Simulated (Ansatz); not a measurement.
**Pt in Ansatz: the effect of functional**

The system is Pt.

```
Pt
1.0
     2.79699    0.00000    0.00000
    -1.39850    2.42227    0.00000
     0.00000    0.00000    4.85520
Pt
2
Direct
  0.33333 0.66667 0.25000
  0.66667 0.33333 0.75000
```

This isn't the form of Pt at room conditions, which is fcc.

The cell isn't the ideal one: volume scaled by 1.04.

Alike in all runs:

| Quantity | Value |
| --- | --- |
| Program | Ansatz 0.2.0 |
| Task | single point |
| Potentials or basis | Ansatz PAW |
| k mesh | 11 × 11 × 6 |
| Occupations | fermi-dirac, width 0.05 eV |
| Spin | no spin polarisation |

Question: One run gave: pressure -18.4 GPa. Which functional did it use?
A. PBEsol
B. LDA
C. r2SCAN

Answer: A.

| functional | cutoff | pressure (GPa) |
| --- | --- | --- |
| LDA | 420 eV (not typed: the program's choice for these potentials) | -23.0 |
| PBEsol | 420 eV (not typed: the program's choice for these potentials) | -18.4 |
| r2SCAN | 500 eV (not typed: the program's choice for these potentials) | -14.3 |

Caveats: the PAW data sets come from PBE, with cores solved anew for the run's functional, which leaves a small shift of forces and pressure.
